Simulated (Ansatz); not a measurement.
Optical constants of AlCu3

Computed with DFT PBEsol, scalar-relativistic, plane waves, PAW in Ansatz 0.2.0. Settings: 420 eV plane-wave cutoff, Γ-centred 8×8×8 mesh, Fermi-Dirac smearing of 0.15 eV. No spin polarisation.

The cell, relaxed at this level:
```
Al Cu
1.0
     4.17454    0.00000    0.00000
     0.00000    5.12460    0.00000
     0.00000    0.00000    4.47111
Al Cu
2 6
Cartesian
  0.0000 0.0000 2.9712
  2.0873 2.5623 1.5000
  0.0000 2.5623 2.9877
  2.0873 0.0000 1.4834
  0.0000 1.2865 0.7333
  0.0000 3.8382 0.7333
  2.0873 1.2759 3.7378
  2.0873 3.8488 3.7378
```

In a metal these results depend on the k mesh and the smearing.

Independent-particle response (no local fields, no excitons) on a 14×12×14 mesh, broadened by 0.1 eV; the Drude term is undamped and its weight carries the smearing above, which sets much of it in a semimetal. The run couldn't bound its error over part or most of this range, so small peaks and near ties are unsure. Light polarised along x. ε₁ lacks the small share of bands above those solved.

Task: Tabulate ε₁ and ε₂ against photon energy.

Result:
```csv
E (eV),ε₁,ε₂
0.1,-7680.16,135.23
0.4,-513.58,55.92
0.7,-167.04,7.54
1.0,-76.63,2.72
1.3,-40.57,1.57
1.6,-21.85,1.73
1.9,-10.44,3.44
2.2,-4.33,6.68
2.5,-2.27,8.86
2.8,-1.01,10.61
3.1,-1.72,12.05
3.4,-3.89,12.38
3.7,-5.45,9.52
4.0,-4.55,7.43
4.3,-3.66,6.50
4.6,-2.59,5.92
4.9,-2.06,6.02
5.2,-2.04,5.89
5.5,-1.99,5.68
5.8,-2.05,5.39
6.1,-2.01,5.11
6.4,-2.03,4.74
6.7,-1.92,4.50
7.0,-2.02,4.24
7.3,-2.02,3.80
7.6,-1.81,3.48
7.9,-1.67,3.35
8.2,-1.67,3.09
8.5,-1.55,2.87
8.8,-1.44,2.66
9.1,-1.29,2.49
9.4,-1.09,2.42
9.7,-1.07,2.46
10.0,-1.17,2.35
10.3,-1.12,2.13
10.6,-1.04,2.01
10.9,-0.99,1.92
11.2,-1.00,1.79
11.5,-0.88,1.60
11.8,-0.78,1.52
```

Task: Where is the highest local maximum of ε₂ between 0.3 and 12 eV?

Result: At 3.3 eV, where ε₂ = 12.5.

Cost: 1 run of about 39 core-minutes, on Intel Xeon Platinum 8488C (Sapphire Rapids) (shared hosts).